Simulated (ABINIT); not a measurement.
Runs of ABINIT 10.8.3 (patched build) on CdS (Greenockite). The structure is hexagonal, space group P6_3mc (No. 186). The conventional cell has a = 4.150 Å, b = 4.150 Å, c = 6.737 Å, α = 90.00°, β = 90.00°, γ = 120.00°. Cd (site symmetry 3m) is surrounded by 4 S at 2.53 to 2.54 Å. S (site symmetry 3m) is surrounded by 4 Cd at 2.53 to 2.54 Å. 

```tsv
task	level	potentials or basis	k mesh	cutoff (eV)	fine-grid cutoff	mesh quality	gap on the mesh (eV)	pressure (GPa)	largest force (eV/Å)
band structure	r2SCAN	JTH PAW PBE v2.0	7 × 7 × 4	707	1306.15 eV	not flagged	(b)	0.6	0.07
single point	r2SCAN	Ansatz PAW PBE default generated set, frozen core	4 × 4 × 2	490	979.61 eV	coarse	1.65	0.6	0.06
band structure	PBE	JTH PAW PBE v2.0	7 × 7 × 4	599	1197.3 eV	not flagged	1.18	2.1	0.07
single point	r2SCAN	SG15 NC PBE v1.2	4 × 4 × 2	980	-	coarse	1.49	(a)	0.06
single point	r2SCAN	PseudoDojo NC SR PBE v0.4.1 standard	4 × 4 × 2	1742	-	coarse	1.52	0.3	0.06
```

Alike in all rows: no spin polarisation; cell as given; smearing fermi-dirac 0.05 eV.

**Question.** Estimate the missing entries.

**Answer.** (a) 0.7; (b) 1.63.

Caveats: some runs use coarse meshes; the PAW data sets were made with another functional, which shifts forces and pressure a little (some runs); the potentials were made for another functional, which shifts forces and pressure (some runs); the atomic spheres overlap (some runs); a meta-GGA on potentials with a model core is unreliable (some runs).

A k mesh can miss the band edges, and the runs leave out spin-orbit coupling on Cd.

The runs don't all hold the same shells in valence.
